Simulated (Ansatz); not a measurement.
SnSe: a prediction, then the measurements

These are results of Ansatz, DFT PBE, scalar-relativistic, plane waves, PAW, not measurements.

Settings: cutoff 420 eV, Γ-centred mesh 4×6×6 on the computed 8-atom cell, Gaussian smearing of 0.02 eV; no spin polarisation.

Relaxed structure:

```
Sn Se
1.0
    11.79431    0.00000    0.00000
     0.00000    4.20692    0.00000
     0.00000    0.00000    4.56696
Sn Se
4 4
Cartesian
  1.4328 1.0517 0.5320
  10.3615 3.1552 4.0349
  4.4644 3.1552 2.8155
  7.3300 1.0517 1.7515
  10.0828 1.0517 2.1752
  1.7115 3.1552 2.3918
  7.6087 3.1552 4.4587
  4.1856 1.0517 0.1083
```

| Property | Result |
| --- | --- |
| Space group | Pnma (No. 62) |
| Volume per atom | 28.33 Å³ |
| Formation energy from the elements' standard states (uncorrected) | -0.439 eV/atom |
| Kohn–Sham band gap | 0.64 eV |
| Orbital (Löwdin) character of the top 1 eV of the valence band | Se 4p 61 %, Sn 5s 19 %, Sn 5p 18 % |
| Orbital (Löwdin) character of the lowest 1 eV of the conduction band | Sn 5p 65 %, Se 4p 17 %, Se 4s 8 %, Sn 5s 7 % |
| Bader charge by site (e) | Sn (4 in the cell) 0.82, Se (4 in the cell) -0.82 |

The cell holds layers, chains or molecules and no dispersion correction was added, so their binding is poorly described.

**Against measurements.**

A measured band gap of SnSe is 0.99 eV (indirect; 20 K; “Linear dichroism of the optical properties of SnS and SnSe van der Waals crystals”, 2024, arxiv:2409.17412); the calculated 0.64 eV falls short of it by 0.35 eV. Kohn–Sham gaps of semilocal functionals fall short of measured ones as a rule.

It was relaxed from a cell as deposited in COD. Löwdin shares on free-atom orbitals overweight diffuse shells in the empty bands.
